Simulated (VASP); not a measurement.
Computed with PBEsol GGA, VASP's PBE PAW potentials (set 64) (plane waves; VASP).

VASP ran on this input.

**KPOINTS**
```
Automatic mesh
0
G
6 6 6
0 0 0
```

### POSCAR
```
CsCl
1
    4.1200000000     0.0000000000     0.0000000000
    0.0000000000     4.1200000000     0.0000000000
    0.0000000000     0.0000000000     4.1200000000
Cs Cl
1 1
Direct
  0.0000000000   0.0000000000   0.0000000000
  0.5000000000   0.5000000000   0.5000000000
```

### INCAR
```
LWAVE=.FALSE.
PREC=Accurate
NSW=60   ! most ionic steps
LMAXMIX=4
SYSTEM=CsCl
IBRION=2
ENCUT=520   ! plane-wave cut-off (eV)
ISIF=3
ISMEAR=0
GGA=PS   ! PBEsol
NELM=100
SIGMA=0.05   ! width (eV)
LCHARG=.FALSE.
LREAL=.FALSE.   ! projection in real space or not
LASPH=.TRUE.
ALGO=Normal   ! blocked Davidson
EDIFFG=-0.01
EDIFF=1E-6
```

POTCAR, in this order: Cs_sv Cl (PBE.64 set). Program: vasp_std.

Output

### OSZICAR
```
       N       E                     dE             d eps       ncg     rms          rms(c)
DAV:   1     0.941908969941E+02    0.94191E+02   -0.68306E+03   480   0.114E+03
DAV:   2    -0.581666191737E+00   -0.94773E+02   -0.86729E+02   716   0.189E+02
DAV:   3    -0.713227302625E+01   -0.65506E+01   -0.65249E+01   596   0.562E+01
DAV:   4    -0.720076313503E+01   -0.68490E-01   -0.68454E-01   572   0.681E+00
DAV:   5    -0.720171523984E+01   -0.95210E-03   -0.95205E-03   608   0.815E-01    0.212E+00
DAV:   6    -0.688358856085E+01    0.31813E+00   -0.54305E-01   540   0.425E+00    0.155E+00
DAV:   7    -0.684222337326E+01    0.41365E-01   -0.16364E-01   664   0.231E+00    0.882E-01
DAV:   8    -0.684070064877E+01    0.15227E-02   -0.12421E-02   560   0.852E-01    0.126E-01
DAV:   9    -0.684096098824E+01   -0.26034E-03   -0.27602E-03   636   0.346E-01    0.107E-01
DAV:  10    -0.684101697204E+01   -0.55984E-04   -0.23382E-04   568   0.121E-01    0.185E-02
DAV:  11    -0.684102884178E+01   -0.11870E-04   -0.37385E-05   624   0.407E-02    0.565E-03
DAV:  12    -0.684102866963E+01    0.17215E-06   -0.83485E-06   564   0.180E-02
   1 F= -.68410287E+01 E0= -.68410287E+01  d E =-.684103E+01
       N       E                     dE             d eps       ncg     rms          rms(c)
DAV:   1    -0.688150826605E+01   -0.40479E-01   -0.69789E-01   480   0.576E+00    0.101E+00
DAV:   2    -0.685061787298E+01    0.30890E-01   -0.54162E-02   500   0.143E+00    0.341E-01
DAV:   3    -0.684501337818E+01    0.56045E-02   -0.15076E-02   488   0.762E-01    0.188E-01
DAV:   4    -0.684468088099E+01    0.33250E-03   -0.11289E-03   524   0.221E-01    0.519E-02
DAV:   5    -0.684468175085E+01   -0.86986E-06   -0.69603E-05   548   0.577E-02    0.254E-02
DAV:   6    -0.684468468930E+01   -0.29384E-05   -0.45658E-06   528   0.162E-02    0.623E-03
DAV:   7    -0.684468505331E+01   -0.36401E-06   -0.51354E-07   288   0.498E-03
   2 F= -.68446851E+01 E0= -.68446851E+01  d E =-.365638E-02
       N       E                     dE             d eps       ncg     rms          rms(c)
DAV:   1    -0.686948483943E+01   -0.24800E-01   -0.45261E-01   480   0.464E+00    0.814E-01
DAV:   2    -0.684952393689E+01    0.19961E-01   -0.34754E-02   492   0.115E+00    0.275E-01
DAV:   3    -0.684586367510E+01    0.36603E-02   -0.98656E-03   488   0.618E-01    0.151E-01
DAV:   4    -0.684565632892E+01    0.20735E-03   -0.72077E-04   516   0.178E-01    0.419E-02
DAV:   5    -0.684565762062E+01   -0.12917E-05   -0.45608E-05   544   0.469E-02    0.205E-02
DAV:   6    -0.684565987384E+01   -0.22532E-05   -0.29587E-06   460   0.130E-02    0.511E-03
DAV:   7    -0.684566019640E+01   -0.32256E-06   -0.37501E-07   268   0.435E-03
   3 F= -.68456602E+01 E0= -.68456602E+01  d E =-.463153E-02
```

OUTCAR:
```
------------------------ aborting loop because EDIFF is reached ----------------------------------------
  FORCE on cell =-STRESS in cart. coord.  units (eV):
  Direction    XX          YY          ZZ          XY          YZ          ZX
  --------------------------------------------------------------------------------------
  Total       -0.0029361     -0.0029361     -0.0029361      0.0000000      0.0000000     -0.0000000
  in kB       -0.0696223     -0.0696223     -0.0696223      0.0000000      0.0000000     -0.0000000
  external PRESSURE =      -0.0696223 kB  Pullay stress =       0.0000000 kB
  volume of cell :       67.57
      direct lattice vectors                 reciprocal lattice vectors
     4.072976262 -0.000000000 -0.000000000     0.245520704 -0.000000000 -0.000000000
     0.000000000  4.072976262  0.000000000     0.000000000  0.245520704  0.000000000
     0.000000000 -0.000000000  4.072976262     0.000000000 -0.000000000  0.245520704
 POSITION                                       TOTAL-FORCE (eV/Angst)
 -----------------------------------------------------------------------------------
      0.00000      0.00000      0.00000        -0.000000      0.000000      0.000000
      2.03649      2.03649      2.03649         0.000000     -0.000000      0.000000
 -----------------------------------------------------------------------------------
    total drift:                                0.000000      0.000000     -0.000000
  FREE ENERGIE OF THE ION-ELECTRON SYSTEM (eV)
  ---------------------------------------------------
  free  energy   TOTEN  =        -6.8456601964 eV

  energy  without entropy=       -6.8456601964  energy(sigma->0) =       -6.84566020

 reached required accuracy - stopping structural energy minimisation
```
(Selected blocks of OUTCAR.)

CONTCAR:
```
CsCl
   1.00000000000000
     4.0729762621733920   -0.0000000000000000   -0.0000000000000000
     0.0000000000000000    4.0729762621733920    0.0000000000000000
     0.0000000000000000   -0.0000000000000000    4.0729762621733920
  Cs              Cl
     1     1
Direct
     0.0000000000000000    0.0000000000000000    0.0000000000000000
     0.5000000000000000    0.5000000000000000    0.5000000000000000
```

Energy and stress use the plane-wave basis of the starting cell.

The compound is CsCl in the CsCl type structure. This run relaxes it. Symmetry was kept, so distortions that lower it aren't found.
